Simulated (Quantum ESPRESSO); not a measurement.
PtS2:

```
Pt S
1.0
     3.54320    0.00000    0.00000
    -1.77160    3.06850    0.00000
     0.00000    0.00000    5.03880
Pt S
1 2
Direct
  0.00000 0.00000 0.00000
  0.66667 0.33333 0.77300
  0.33333 0.66667 0.22700
```

| Property | Result |
| --- | --- |
| Program | Quantum ESPRESSO 7.5 |
| Task | phonons |
| Functional | LDA |
| Potentials or basis | PseudoDojo 0.4.1 SR LDA standard |
| Cutoff | 1034 eV |
| Density cutoff | 4136 eV |
| k mesh | 4 × 4 × 2, shifted |
| Occupations | fermi-dirac, width 0.05 eV |
| Spin | no spin polarisation |
| Form of the LDA correlation | PW92 |
| Mixing beta | 0.5 |
| Most SCF iterations | 120 |
| SCF threshold | 6e-10 Ry |

The cell and the atoms were relaxed first, to 16.73 Å³/atom (a = 3.570 Å, b = 3.570 Å, c = 4.547 Å, α = 90.00°, β = 90.00°, γ = 120.00°), and the response was taken there.

The first run showed a gap, so the response started from a second, tighter run with fixed occupations.

At Γ the optical frequencies without the macroscopic field are 314 314 317 317 321 338 cm⁻¹, at a pressure of -0.1 GPa.

**Question.** How do the modes respond when the cell is scaled evenly, at fixed shape?

**Answer.** The highest of these modes has a Grüneisen parameter of 0.78. None of the listed modes softens on compression. Real pressure also changes the shape of this cell, most of all in layered crystals, so these aren't the shifts under hydrostatic load.

Frequencies at 99 % and 101 % of the volume (pressures 0.9 and -1.1 GPa), ions relaxed:
| mode | 99 % (cm⁻¹) | 101 % (cm⁻¹) | Grüneisen parameter |
| --- | --- | --- | --- |
| 4 | 316.9 | 310.4 | 1.03 |
| 5 | 316.9 | 310.4 | 1.03 |
| 6 | 319.3 | 314.6 | 0.74 |
| 7 | 319.3 | 314.6 | 0.74 |
| 8 | 322.7 | 319.5 | 0.49 |
| 9 | 340.2 | 335.0 | 0.78 |

Modes are matched by their order; those that don't vary smoothly over the three volumes are left out.

Caveat: the k mesh is coarse (spacing up to 0.62 Å⁻¹), so the values aren't converged; the layers were relaxed without a dispersion term, so their spacing and the soft interlayer modes are unreliable; the gap on the mesh is small and may close between mesh points, in which case fixed occupations spoil the response.
